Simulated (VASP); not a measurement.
## BaTiO3: relaxation of cell and atoms with PBE

BaTiO3:

```
Ba Ti O
1.0
     4.03195    0.00000    0.00000
     0.00000    4.03195    0.00000
     0.00000    0.00000    4.03195
Ba Ti O
1 1 3
Direct
  0.50000 0.50000 0.50000
  0.00000 0.00000 0.00000
  0.50000 0.00000 0.00000
  0.00000 0.50000 0.00000
  0.00000 0.00000 0.50000
```

- Program: VASP 6.6.1
- Task: relaxation of cell and atoms
- Functional: PBE
- Potentials or basis: VASP PAW PBE potentials, release 64 (Ba_sv, Ti_sv, O)
- Cutoff: 600 eV
- k mesh: 8 × 8 × 8
- Occupations: gaussian, width 0.03 eV
- Spin: no spin polarisation
- Further INCAR settings: ALGO = Normal; EDIFF = 1e-07; IBRION = 2; EDIFFG = -0.005; NSW = 90; ISIF = 3

- Pressure after relaxing: 0.0 GPa
- Band gap on the k mesh: 1.70 eV, indirect (least direct gap 1.87 eV)

Final structure:
```xyz
5
Lattice="4.0320 0.0000 0.0000 0.0000 4.0320 0.0000 0.0000 0.0000 4.0320" Properties=species:S:1:pos:R:3 pbc="T T T"
Ba    2.0160    2.0160    2.0160
Ti    0.0000    0.0000    0.0000
O     2.0160    0.0000    0.0000
O     0.0000    2.0160    0.0000
O     0.0000    0.0000    2.0160
```

Levels at points of the mesh, in eV from the valence-band top:
```tsv
k point	band 16	band 17	band 18	band 19	band 20	band 21	band 22	band 23	band 24
(0.00, 0.00, 0.00)	-1.06	-1.06	-0.17	-0.17	-0.17	1.70	1.70	1.70	3.75
(0.50, 0.00, 0.00)	-1.85	-1.80	-1.80	-0.71	-0.71	1.85	3.38	3.38	3.76
(0.50, 0.50, 0.00)	-2.61	-1.73	-0.88	-0.88	-0.09	3.38	3.38	3.79	4.58
(0.50, 0.50, 0.50)	-2.41	-2.41	0.00	0.00	0.00	4.02	4.02	4.02	6.63
```

It took 25 s on 1 thread of Intel(R) Xeon(R) 6975P-C (Granite Rapids), with other jobs on the host, peak memory 0.22 GiB.

Caveat: the relaxation stopped at its first step, so nothing moved; spin-orbit coupling is left out, which moves the levels of the heavy elements. A k mesh can miss the band edges.
